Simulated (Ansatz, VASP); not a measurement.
# NaH in VASP and in Ansatz

Contents of INCAR:

```
SYSTEM = NaH
ALGO = Normal ; EDIFF = 1E-6
ENCUT = 520 ; GGA = PE
ISIF = 2 ; ISMEAR = 0
LASPH = .True. ; LCHARG = .False.
LREAL = .False. ; LWAVE = .False.
NBANDS = 11 ; NELM = 100
PREC = Accurate ; SIGMA = 0.1
```

File KPOINTS:

```
k-points
0
Gamma
  6 6 6
  0 0 0
```

POSCAR

```
NaH
1.0
    0.0000000000      2.3864216800      2.3864216800
    2.3864216800      0.0000000000      2.3864216800
    2.3864216800      2.3864216800      0.0000000000
Na H
1 1
Direct
    0.0000000000      0.0000000000      0.0000000000
    0.5000000000      0.5000000000      0.5000000000
```

Input for Ansatz:

```yaml
crystal:
  lattice:
    - [0.0, 2.38642168, 2.38642168]
    - [2.38642168, 0.0, 2.38642168]
    - [2.38642168, 2.38642168, 0.0]
  atoms:
    - { symbol: Na, position: [0.0, 0.0, 0.0] }
    - { symbol: H, position: [0.5, 0.5, 0.5] }
basis:
  ecutwfc: 420
kpoints:
  mp_grid: { grid: [6, 6, 6] }
hamiltonian:
  xc: pbe
scf:
  occupations: { method: gaussian, width: 0.1 }
  lower_state_search: "off"
output:
  forces: true
  stress: true
  eigenvalues: true
```

Alike in both runs: task single point; functional PBE; k mesh 6 × 6 × 6; occupations gaussian, width 0.1 eV; no spin polarisation.

```csv
,VASP,Ansatz
version,VASP 6.6.1,Ansatz 0.2.0
potentials or method,"VASP PAW PBE potentials, release 64 (Na_pv, H)","scalar-relativistic, plane waves, PAW"
plane-wave cutoff (eV),520,420
valence electrons in the cell,8,10
```

```csv
,VASP,Ansatz,Ansatz less VASP
gap on the k mesh at the Fermi level (eV),3.87,3.87,+0.002
least direct gap on the mesh (eV),4.70,4.70,+0.005
pressure (GPa),0.9,0.9,+0.03
```

The two sets of potentials don't hold the same shells in valence.

A k mesh can miss the band edges. A hybrid or GW would open this gap; PBE tends to underestimate it.
